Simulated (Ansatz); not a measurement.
# Spin–orbit splittings in Zr

```xyz
2
Lattice="3.2320 0.0000 0.0000 -1.6160 2.7990 0.0000 0.0000 0.0000 5.1470" Properties=species:S:1:pos:R:3 pbc="T T T"
Zr    0.0000    1.8660    1.2868
Zr    1.6160    0.9330    3.8603
```

Atom numbers follow the list: Zr1, Zr2.

The cell is COD entry 9008523, as deposited and not checked against the literature; nothing was relaxed.

Levels of theory: DFT, PBE, all-electron LAPW, scalar-relativistic (Ansatz 0.2.0); DFT, PBE, all-electron LAPW, Dirac equation with spin-orbit coupling (Ansatz 0.2.0).

Sampling and basis: a Γ-centred 13×13×7 k mesh, Fermi–Dirac smearing of 0.03 eV, basis error target 0.25 meV/atom, no spin polarisation.

Levels between -8 and 1 eV, each run counted from its own valence-band top where it has a gap, else its Fermi level. Scalar levels are listed once for both spins; with the coupling every spinor state is counted. Levels near the edges of the range can cross them.

Question: At Γ (0.000, 0.000, 0.000) the scalar-relativistic levels are -5.67, -3.05, 0.84 (×2), 0.99. What are they with spin–orbit coupling?

Answer: -5.67 (×2), -3.05 (×2), 0.79 (×2), 0.89 (×2), 0.99 (×2).

Question: At A (0.000, 0.000, 0.500) the scalar-relativistic levels are -3.96 (×2), 0.02 (×2), 0.74 (×4). What are they with spin–orbit coupling?

Answer: -3.96 (×4), 0.02 (×4), 0.71 (×4), 0.78 (×4).
